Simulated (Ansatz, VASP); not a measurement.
**One calculation of BiTe, two programs**

```
Bi Te
1.0
     0.00000    3.25642    3.25642
     3.25642    0.00000    3.25642
     3.25642    3.25642    0.00000
Bi Te
1 1
Direct
  0.00000 0.00000 0.00000
  0.50000 0.50000 0.50000
```

Alike in both runs: task single point; functional revPBE; dispersion D4; k mesh 7 × 7 × 7; occupations tetrahedron; non-collinear spin.

|  | VASP | Ansatz |
| --- | --- | --- |
| version | VASP 6.6.1 | Ansatz 0.2.0 |
| potentials or method | VASP PAW PBE potentials, release 64 (Bi_d, Te) | Ansatz PAW |
| plane-wave cutoff (eV) | 520 | 420 |
| valence electrons in the cell | 21 | 31 |

Ansatz gave:

```
gap on the k mesh at the Fermi level (eV)                     : none
pressure (GPa)                                                : -2.6
largest component of the traceless stress (GPa)               : 0.00
net moment per atom (μB)                                      : 0.00
size of the moment on the site where the two differ most (μB) : 0.00
dispersion energy (meV/atom)                                  : -739.4
```

Task: Estimate VASP's values.

Result: gap on the k mesh at the Fermi level (eV): none; pressure (GPa): -2.7; largest component of the traceless stress (GPa): 0.08; net moment per atom (μB): 0.14; size of the moment on the site where the two differ most (μB): 0.13; dispersion energy (meV/atom): -739.2.

The net moments differ so much that the two runs ended in different magnetic states, which moves the other rows too. Site moments also hang on the region over which each program counts them. A gap of «none» marks a metal or a gap that the smearing closes. The two sets of potentials don't hold the same shells in valence.

Caveats: spin-orbit coupling is left out, which moves the levels of the heavy elements; pairwise dispersion overbinds metals, which lowers pressure and volume; the PAW data sets were made with another functional, which shifts forces and pressure a little (VASP); tetrahedron occupations give inexact forces and stress in metals (VASP); the PAW data sets come from PBE, with cores solved anew for the run's functional, which leaves a small shift of forces and pressure (Ansatz); with tetrahedron occupations forces and stress needn't match the slope of the energy (Ansatz); the starting moments weren't kept (Ansatz).
